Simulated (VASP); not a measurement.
# KF (Fm-3m) in VASP: a series of runs

One crystal, KF, is run at these levels: PBE; tasks: single point.

Program: VASP 6.6.1. These are calculated values, not measurements. Logs are shortened: lines on timing, memory, paths and dates and some standing lists are left out, and cuts for length are marked.

## (1) The cell of the first run

It takes space group Fm-3m (No. 225, cubic). The conventional cell has a = 5.552 Å, b = 5.552 Å, c = 5.552 Å, α = 90.00°, β = 90.00°, γ = 90.00°. K (site symmetry m-3m) is surrounded by 6 F at 2.78 Å. Around F (site symmetry m-3m) lie 6 K at 2.78 Å.

## (2) Single point, PBE (strained and moved within the space group)

File INCAR:

```
ALGO = Fast
EDIFF = 1E-6
ENCUT = 520
GGA = PE
ISIF = 2
ISMEAR = 0
LASPH = True
LCHARG = False
LREAL = False
LWAVE = False
NBANDS = 15
NELM = 60
PREC = Accurate
SIGMA = 0.02
```

File KPOINTS:

```
k-points
0
Gamma
  8 8 8
```

File POSCAR:

```
KF
1.0
    0.0000000000      2.7760821950      2.7760821950
    2.7760821950      0.0000000000      2.7760821950
    2.7760821950      2.7760821950      0.0000000000
K F
1 1
Direct
    0.0000000000      0.0000000000      0.0000000000
    0.5000000000      0.5000000000      0.5000000000
```

Potentials or basis: VASP PAW PBE potentials, release 64 (K_sv, F).

Run with:

```sh
$ cat potpaw_PBE.64/K_sv/POTCAR potpaw_PBE.64/F/POTCAR > POTCAR
$ mpirun -np 1 vasp_std > vasp.out
```

OUTCAR:

```text
EDIFF = 1E-6
   ENCUT = 520
   GGA = PE
   ISIF = 2
   ISMEAR = 0
   LASPH = True
   LREAL = False
   NELM = 60
   PREC = Accurate

 ion  position               nearest neighbor table
   1  0.000  0.000  0.000-   2 2.78   2 2.78   2 2.78   2 2.78   2 2.78   2 2.78
   2  0.500  0.500  0.500-   1 2.78   1 2.78   1 2.78   1 2.78   1 2.78   1 2.78

  LATTYP: Found a face centered cubic cell.
 ALAT       =     5.5521643900

  Lattice vectors:

 A1 = (   0.0000000000,   2.7760821950,   2.7760821950)
 A2 = (   2.7760821950,   0.0000000000,   2.7760821950)
 A3 = (   2.7760821950,   2.7760821950,   0.0000000000)

Analysis of symmetry for initial positions (statically):
=====================================================================
 Subroutine PRICEL returns:
 Original cell was already a primitive cell.

 Routine SETGRP: Setting up the symmetry group for a
 face centered cubic supercell.

 Subroutine GETGRP returns: Found 48 space group operations
 (whereof 48 operations were pure point group operations)
 out of a pool of 48 trial point group operations.

The static configuration has the point symmetry O_h .

Analysis of symmetry for dynamics (positions and initial velocities):
=====================================================================
 Subroutine PRICEL returns:
 Original cell was already a primitive cell.

 Routine SETGRP: Setting up the symmetry group for a
 face centered cubic supercell.

 Subroutine GETGRP returns: Found 48 space group operations
 (whereof 48 operations were pure point group operations)
 out of a pool of 48 trial point group operations.

The dynamic configuration has the point symmetry O_h .

 Subroutine INISYM returns: Found 48 space group operations
 (whereof 48 operations are pure point group operations),
 and found     1 'primitive' translations

----------------------------------------------------------------------------------------

                                     Primitive cell

  volume of cell :      42.7885

  direct lattice vectors                    reciprocal lattice vectors
     0.000000000  2.776082195  2.776082195    -0.180109941  0.180109941  0.180109941
     2.776082195  0.000000000  2.776082195     0.180109941 -0.180109941  0.180109941
     2.776082195  2.776082195  0.000000000     0.180109941  0.180109941 -0.180109941

  length of vectors
     3.925973090  3.925973090  3.925973090     0.311959569  0.311959569  0.311959569

  position of ions in fractional coordinates (direct lattice)
     0.000000000  0.000000000  0.000000000
[... 85 lines left out ...]
   ISYM   =      2    0-nonsym 1-usesym 2-fastsym
   POTIM  = 0.5000    time-step for ionic-motion
   TEBEG  =    0.0;   TEEND  =   0.0 temperature during run
   PSTRESS=    0.0 pullay stress
   NELECT =      16.0000    total number of electrons
   NUPDOWN=      -1.0000    fix difference up-down
   EMIN   =  10.00;   EMAX   =-10.00  energy-range for DOS
   EFERMI =   0.00;   METHOD = LEGACY
   ISMEAR =     0;   SIGMA  =   0.02  broadening in eV -4-tet -1-fermi 0-gaus
   EFERMI_NEDOS =   21; number of points for ismear=-14 and -15
   IALGO  =     68    algorithm
   IMIX   =      4    mixing-type and parameters
     AMIX     =   0.40;   BMIX     =  1.00
     AMIX_MAG =   1.60;   BMIX_MAG =  1.00
  volume/ion in A,a.u.               =      21.39       144.38
  Fermi-wavevector in a.u.,A,eV,Ry     =   1.179431  2.228801 18.926483  1.391057
  Thomas-Fermi vector in A             =   2.315742
   LORBIT       =      0    0 simple, 1 ext, 2 COOP (PROOUT), +10 PAW based schemes
   GGA     = PE    functional components
   LHFCALC =     F    Hartree Fock is set to
   AEXX    =    0.0000 exact exchange contribution
   IVDW    =     0    specifies the selected vdW correction
   LEPSILON=     F    determine dielectric tensor
   LRPA    =     F    only Hartree local field effects (RPA)
 non-spin polarized calculation
 RMM-DIIS sequential band-by-band and
 Gauss-broadening in eV      SIGMA  =   0.02
  energy-cutoff  :      520.00
  volume of cell :       42.79
 maximum number of plane-waves:      1174
 NGX is ok and might be reduce to    30
   NGX = 15   NGY = 15   NGZ = 15

 number of electron      16.0000001 magnetization

 Free energy of the ion-electron system (eV)
  ---------------------------------------------------
  ext. energy  EPLUGINS =         0.00000000
  ---------------------------------------------------
  free energy    TOTEN  =        -8.28513286 eV

  energy without entropy =       -8.28513286  energy(sigma->0) =       -8.28513286

 E-fermi :  -2.9965     XC(G=0):  -7.8976

 val. band max:       -3.0791926296   @ k =   0.0000   0.0000   0.0000
 cond. band min:       2.5234331644   @ k =   0.0000   0.0000   0.0000
 fundamental gap:      5.6026257940
 Fermi energy:        -2.9965344065

 k-point     1 :       0.0000    0.0000    0.0000
  band No.  band energies     occupation
      1     -29.5567      2.00000
      2     -21.6753      2.00000
      3     -12.8754      2.00000
      4     -12.8754      2.00000
      5     -12.8754      2.00000
      6      -3.0792      2.00000
      7      -3.0792      2.00000
      8      -3.0792      2.00000
      9       2.5234      0.00000
     10       7.2664      0.00000
     11       7.2664      0.00000
     12       7.2664      0.00000
     13       8.7926      0.00000
     14       8.7926      0.00000
[... 401 lines left out ...]
      2     -21.7036      2.00000
      3     -13.1086      2.00000
      4     -13.0251      2.00000
      5     -12.9319      2.00000
      6      -3.5729      2.00000
      7      -3.3072      2.00000
      8      -3.3040      2.00000
      9       5.8532      0.00000
     10       6.4423      0.00000
     11       7.9692      0.00000
     12       9.0346      0.00000
     13      10.1400      0.00000
     14      11.0380      0.00000
     15      11.0614      0.00000

 [... further k-points ...]
[... 5 lines left out ...]
  --------------------------------------------------------------------------------------
  -------------------------------------------------------------------------------------
  Total       -0.4729619     -0.4729619     -0.4729619      0.0000000     -0.0000000      0.0000000
  in kB      -17.7096417    -17.7096417    -17.7096417      0.0000000     -0.0000000      0.0000000
  external PRESSURE =     -17.7096417 kB  Pullay stress =       0.0000000 kB

 VOLUME and BASIS-vectors are now :
 -----------------------------------------------------------------------------
  energy-cutoff  :      520.00
  volume of cell :       42.79
      direct lattice vectors                 reciprocal lattice vectors
     0.000000000  2.776082195  2.776082195    -0.180109941  0.180109941  0.180109941
     2.776082195  0.000000000  2.776082195     0.180109941 -0.180109941  0.180109941
     2.776082195  2.776082195  0.000000000     0.180109941  0.180109941 -0.180109941

 POSITION                                       TOTAL-FORCE (eV/Angst)
 -----------------------------------------------------------------------------------
      0.00000      0.00000      0.00000         0.000000     -0.000000      0.000000
      2.77608      2.77608      2.77608        -0.000000      0.000000     -0.000000
 -----------------------------------------------------------------------------------
    total drift:                                0.000000      0.000000      0.000000

  FREE ENERGIE OF THE ION-ELECTRON SYSTEM (eV)
  ---------------------------------------------------
  free  energy   TOTEN  =        -8.2851328637 eV

  energy  without entropy=       -8.2851328637  energy(sigma->0) =       -8.28513286
```

OSZICAR:

```text
N       E                     dE             d eps       ncg     rms          rms(c)
DAV:   1     0.109554494808E+03    0.10955E+03   -0.80792E+03   870   0.101E+03
DAV:   2    -0.497200020577E+01   -0.11453E+03   -0.10541E+03  1159   0.281E+02
DAV:   3    -0.947334836835E+01   -0.45013E+01   -0.44834E+01  1140   0.494E+01
DAV:   4    -0.959045752329E+01   -0.11711E+00   -0.11709E+00  1186   0.729E+00
DAV:   5    -0.959196688364E+01   -0.15094E-02   -0.15094E-02  1148   0.737E-01    0.622E+00
RMM:   6    -0.831205381899E+01    0.12799E+01   -0.33480E+00   955   0.978E+00    0.309E+00
RMM:   7    -0.828782739120E+01    0.24226E-01   -0.14007E-01  1116   0.206E+00    0.197E+00
RMM:   8    -0.828405804054E+01    0.37694E-02   -0.78685E-02  1134   0.248E+00    0.323E-01
RMM:   9    -0.828437203129E+01   -0.31399E-03   -0.94088E-03  1189   0.610E-01    0.121E-01
RMM:  10    -0.828504042215E+01   -0.66839E-03   -0.16181E-03  1141   0.289E-01    0.689E-02
RMM:  11    -0.828508036883E+01   -0.39947E-04   -0.38112E-04  1252   0.132E-01    0.204E-02
RMM:  12    -0.828512003750E+01   -0.39669E-04   -0.15884E-04  1296   0.659E-02    0.442E-03
RMM:  13    -0.828512932304E+01   -0.92855E-05   -0.59517E-05  1289   0.357E-02    0.679E-03
RMM:  14    -0.828513143502E+01   -0.21120E-05   -0.18239E-05  1219   0.215E-02    0.207E-03
RMM:  15    -0.828513248125E+01   -0.10462E-05   -0.67361E-06  1086   0.116E-02    0.630E-04
RMM:  16    -0.828513286374E+01   -0.38249E-06   -0.26541E-06   861   0.686E-03
   1 F= -.82851329E+01 E0= -.82851329E+01  d E =-.252316E-11
```

It took 12 s on 1 thread of Intel Xeon 6975P-C (Granite Rapids), shared host; peak memory 0.16 GiB.

What came out:

| Item | Value |
| --- | --- |
| Free energy | -8.2851 eV |
| Pressure | -1.8 GPa |
| Band gap on the k mesh | 5.60 eV, direct |

A k mesh can miss the band edges.

## (3) Single point, PBE (strained and moved within the space group)

File INCAR:

```
ALGO     = Normal         # electronic algorithm
EDIFF    = 1E-6           # SCF threshold, eV
ENCUT    = 520            # plane-wave cutoff, eV
GGA      = PE             # functional
ISIF     = 2              # what is computed and relaxed
ISMEAR   = 0              # smearing method
LASPH    = True           # aspherical terms in the spheres
LCHARG   = False          # write CHGCAR
LREAL    = False          # projectors in reciprocal space
LWAVE    = False          # write WAVECAR
NBANDS   = 15             # bands
NELM     = 80             # most SCF steps
PREC     = Accurate       # precision mode
SIGMA    = 0.02           # smearing width, eV
```

KPOINTS is that of step 2.

File POSCAR:

```
KF
1.0
    0.0000000000      2.6956365800      2.6956365800
    2.6956365800      0.0000000000      2.6956365800
    2.6956365800      2.6956365800      0.0000000000
K F
1 1
Direct
    0.0000000000      0.0000000000      0.0000000000
    0.5000000000      0.5000000000      0.5000000000
```

Potentials or basis: VASP PAW PBE potentials, release 64 (K_sv, F).

Run with:

```sh
$ cat potpaw_PBE.64/K_sv/POTCAR potpaw_PBE.64/F/POTCAR > POTCAR
$ mpirun -np 1 vasp_std > vasp.out
```

It took 7.4 s on 1 thread of Intel Xeon 6975P-C (Granite Rapids), shared host; peak memory 0.16 GiB.

It converged, with:

| Quantity | Value |
| --- | --- |
| Free energy | -8.2974 eV |
| Pressure | 0.5 GPa |
| Band gap on the k mesh | 6.03 eV, direct |

Levels at points of the mesh, in eV from the valence-band top:
```
           k point  band 5  band 6  band 7  band 8  band 9  band 10  band 11  band 12
(0.00, 0.00, 0.00)   -9.48    0.00    0.00    0.00    6.03    10.60    10.60    10.60
(0.50, 0.00, 0.00)   -9.52   -0.76   -0.33   -0.33    8.96    10.41    11.94    11.94
(0.50, 0.50, 0.00)   -9.67   -0.22   -0.06   -0.06    8.18    10.16    11.60    13.47
```
